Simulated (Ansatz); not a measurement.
Bi:

```
CELL_PARAMETERS angstrom
2.26750 1.30914 3.93800
-2.26750 1.30914 3.93800
0.00000 -2.61828 3.93800
ATOMIC_POSITIONS crystal
Bi 0.76600 0.76600 0.76600
Bi 0.23400 0.23400 0.23400
```

```yaml
Program: Ansatz 0.2.0
Task: relaxation of cell and atoms
Functional: PBEsol
Dispersion: D3(BJ)-ATM
Potentials_or_basis: Ansatz PAW
Cutoff: "420 eV (not typed: the program's choice for these potentials)"
k_mesh: 7 × 7 × 7
Occupations: fermi-dirac, width 0.05 eV
Spin: no spin polarisation
```

At the start: volume 35.07 Å³/atom.

**Question.** How do energy, volume and symmetry change on relaxing?

**Answer.** It ends after 7 steps and the volume is 32.70 Å³/atom (-6.8 %); space group R-3m (No. 166, to 0.05 Å).

The path:
| step | energy change (eV) | largest force (eV/Å) | volume (Å³) |
| --- | --- | --- | --- |
| 1 | 0.0000 | 0.1258 | 70.14 |
| 2 | -0.0358 | 0.1846 | 64.97 |
| 3 | -0.0444 | 0.0363 | 65.67 |
| 4 | -0.0469 | 0.0131 | 65.34 |
| 5 | -0.0469 | 0.0119 | 65.41 |
| 6 | -0.0469 | 0.0000 | 65.39 |
| 7 | -0.0461 | 0.0001 | 65.39 |

Final structure:
```yaml
crystal:
  lattice:
    - [2.24188, 1.29435, 3.75600]
    - [-2.24188, 1.29435, 3.75600]
    - [0.00000, -2.58870, 3.75600]
  atoms:
    - { symbol: Bi, position: [0.76084, 0.76084, 0.76084] }
    - { symbol: Bi, position: [0.23916, 0.23916, 0.23916] }
```

Caveat: the plane-wave basis is chosen anew once the cell has moved, so the energies of steps on either side of that aren't comparable; the PAW data sets come from PBE, with cores solved anew for the run's functional, which leaves a small shift of forces and pressure.
